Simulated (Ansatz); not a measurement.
Cs (Im-3m): electronic heat capacity and spin susceptibility from the density of states

Computed with DFT PBE, scalar-relativistic, plane waves, PAW in Ansatz.

Plane waves to 420 eV, a k mesh through Γ of 10×10×10 on the computed 1-atom cell and Gaussian smearing (0.10 eV); no spin polarisation.

Relaxed cell: Im-3m, a = 6.159 Å, b = 6.159 Å, c = 6.159 Å, α = 90.00°, β = 90.00°, γ = 90.00°, 1 atom in the primitive cell.

The density of states at the Fermi level is 1.415 states/eV in the cell of 1 atom (1 formula unit; both spins, tetrahedra on a 15×15×15 mesh).

**Question.** What Sommerfeld coefficient and Pauli susceptibility does this give?

**Answer.** Per formula unit N(E_F) = 1.415 states/eV. γ = (π²/3) k_B² N(E_F) N_A = 2.357 mJ/(mol K²) per state/eV, so γ = 3.3 mJ/(mol K²), a mole of formula units. χ_P = μ_B² N(E_F) N_A = 3.23×10⁻⁵ emu/mol per state/eV gives 4.6×10⁻⁵ emu/mol. This is the bare band result: a measured γ of the same phase is as a rule larger by a factor 1 + λ from phonons and spin fluctuations, the spin part of χ is larger by the Stoner factor, and a measured χ also holds orbital and core terms. N(E_F) at one energy is sensitive to the mesh where the density of states has sharp peaks.

Spin-orbit coupling is left out, which matters for the bands of heavy elements.

Cost: 1 run of about 0.25 core-minutes, on Arm Neoverse V1 (shared hosts).